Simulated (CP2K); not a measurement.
# TiC under changes of volume

One of the cells (10.158 Å³/atom); the others are scaled copies at fixed shape and fractional positions:

```xyz
2
Lattice="3.0628 0.0000 0.0000 1.5314 2.6525 0.0000 1.5314 0.8842 2.5008" Properties=species:S:1:pos:R:3 pbc="T T T"
Ti    0.0000    0.0000    0.0000
C     3.0628    1.7683    1.2504
```

The cell is a database's computed one.

```yaml
Program: CP2K 2026.2
Functional: LDA
Potentials_or_basis: GTH_POTENTIALS Ti GTH-PADE-q12, C GTH-PADE-q4; TZVP-MOLOPT-PBE-GTH basis
Density_cutoff: 6123 eV
k_mesh: 11 × 11 × 11
Occupations: fermi-dirac, width 0.0259 eV
Spin: no spin polarisation
```

```tsv
volume (Å³/atom)	energy over the lowest point (meV/atom)	pressure (GPa)
9.548	?	?
9.752	0.00	-2.0
9.955	6.05	-7.5
10.158	18.70	-12.4
10.361	37.30	-16.8
10.564	61.23	-20.8
10.767	89.97	-24.4
```

Question: What does the run at 9.548 Å³/atom give?

Answer: Energy over the lowest point 1.30 meV/atom; pressure 4.1 GPa.

Worked out: A Birch-Murnaghan fit of order 3 (a polynomial in V^(-2/3)) to the other rows has its minimum at 9.68 Å³/atom, just outside them, with B0 = V·E''(V) = 287 GPa and B' = 4.1. It gives 1.33 meV/atom at 9.548 Å³/atom, against the run's 1.30, and -dE/dV = 4.2 GPa, against 4.1.

Energies are extrapolated to zero smearing.

Caveats: the basis of atomic orbitals isn't converged, which shifts pressures, moduli and gaps.
